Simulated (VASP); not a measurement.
Set up this calculation in VASP 6.6.1, as the native input.

| Property | Result |
| --- | --- |
| Task | single point |
| Functional | PBE |
| Potentials or basis | VASP PAW PBE potentials, release 64 (Li_sv, H) |
| Cutoff | 520 eV |
| k mesh | 8 × 8 × 8 |
| Occupations | gaussian, width 0.01 eV |
| Spin | no spin polarisation |
| Dipole correction | no |
| Further INCAR settings | ALGO = Fast; EDIFF = 1e-07; NBANDS = 9 |

The structure of LiH lies in POSCAR:

```
LiH
1.0
    0.0000000000      2.1451220117      2.1451220117
    2.1451220117      0.0000000000      2.1451220117
    2.1451220117      2.1451220117      0.0000000000
Li H
1 1
Direct
    0.0000000000      0.0000000000      0.0000000000
    0.2500000000      0.2500000000      0.2500000000
```

The cell was built by a generator and needn't be a form met in nature.

The input as run:

INCAR

```
PREC = Accurate ; ENCUT = 520
EDIFF = 1E-7 ; ISMEAR = 0
SIGMA = 0.01 ; LREAL = F
LASPH = T ; NELM = 100
ALGO = Fast ; ISIF = 2
LWAVE = F ; LCHARG = F
GGA = PE ; NBANDS = 9
```

KPOINTS

```
regular mesh
0
Gamma
  8 8 8
```

Potentials or basis: VASP PAW PBE potentials, release 64 (Li_sv, H).

The run is started by

```sh
$ cat potpaw_PBE.64/Li_sv/POTCAR potpaw_PBE.64/H/POTCAR > POTCAR
$ mpirun -np 1 vasp_std > vasp.out
```

Results of the run:

* Band gap on the k mesh: 4.20 eV, indirect (least direct gap 5.27 eV)

It used 5.7 s of CPU time on 1 thread of Intel(R) Xeon(R) Platinum 8488C (Sapphire Rapids), with other jobs on the host, which was overloaded at the time.
